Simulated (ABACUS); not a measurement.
Rh, 1 atom in the cell. Symmetry: Fm-3m, No. 225, cubic system. The conventional cell has a = 3.796 Å, b = 3.796 Å, c = 3.796 Å, α = 90.00°, β = 90.00°, γ = 90.00°. Rh (site symmetry m-3m) is surrounded by 12 Rh at 2.68 Å. 

- Program: ABACUS 3.10.1
- Task: single point
- Functional: PBE
- Potentials or basis: PseudoDojo NC SR 0.4.1 PBE standard
- Cutoff: 1361 eV
- Density cutoff: 5442 eV
- Basis: TZDP LCAO (the cutoffs set its grid)
- k mesh: 11 × 11 × 11
- Occupations: fermi-dirac, width 0.05 eV
- Spin: no spin polarisation
- Orbital files: Rh Rh_confined-atom_7au_4s3p3d1f.orb
- Radial cutoff of the potentials (pseudo_rcut): 10 bohr
- SCF threshold on the density: 1e-07
- Max SCF steps: 100
- Eigensolver: genelpa
- Mixing: broyden
- Mixing share: 0.7
- Symmetry key: 1

Potentials or basis: PseudoDojo NC SR 0.4.1 PBE standard, TZDP LCAO (the cutoffs set its grid).

Command:

```bash
$ OMP_NUM_THREADS=1 python run_abacus.py > log
```

Hardware: 4 MPI ranks on AMD EPYC 7R13 Processor (Zen 3) (shared host).

Task: Estimate the wall time of this run.

Result: Wall time 6.8 s on 4 MPI ranks on AMD EPYC 7R13 Processor (Zen 3) (shared host), peak memory 0.4 GiB a rank. Counts: scf iterations 7, k points 56, bands 19, basis 35, ranks 4.
